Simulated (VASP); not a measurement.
A run of VASP 6.6.1 is set up as follows.

INCAR

```
PREC = Accurate
ENCUT = 400
EDIFF = 1E-7
ISMEAR = 0
SIGMA = 0.02
LREAL = False
LASPH = True
NELM = 60
ALGO = Normal
ISIF = 2
LWAVE = False
LCHARG = False
GGA = PE
```

File KPOINTS:

```
Automatic mesh
0
Gamma
  3 3 3
```

Contents of POSCAR:

```
CaSe
1.0
    0.0000000000      3.3000000000      3.3000000000
    3.3000000000      0.0000000000      3.3000000000
    3.3000000000      3.3000000000      0.0000000000
Se Ca
1 1
Direct
    0.2500000000      0.2500000000      0.2500000000
    0.0000000000      0.0000000000      0.0000000000
```

Potentials or basis: VASP PAW PBE potentials, release 64 (Se_GW, Ca_sv_GW).

Command:

```console
$ cat potpaw_PBE.64/Se_GW/POTCAR potpaw_PBE.64/Ca_sv_GW/POTCAR > POTCAR
$ mpirun -np 1 vasp_std > vasp.out
```

Q: Estimate the pressure.

A: -0.4 GPa.

Q: What does it give for the band gap on the k mesh?

A: 3.15 eV, indirect (least direct gap 3.23 eV).

Caveat: the k mesh is coarse (spacing up to 0.55 Å⁻¹), so the values aren't converged; an odd mesh through Γ misses points on the zone boundary, where band edges often lie.
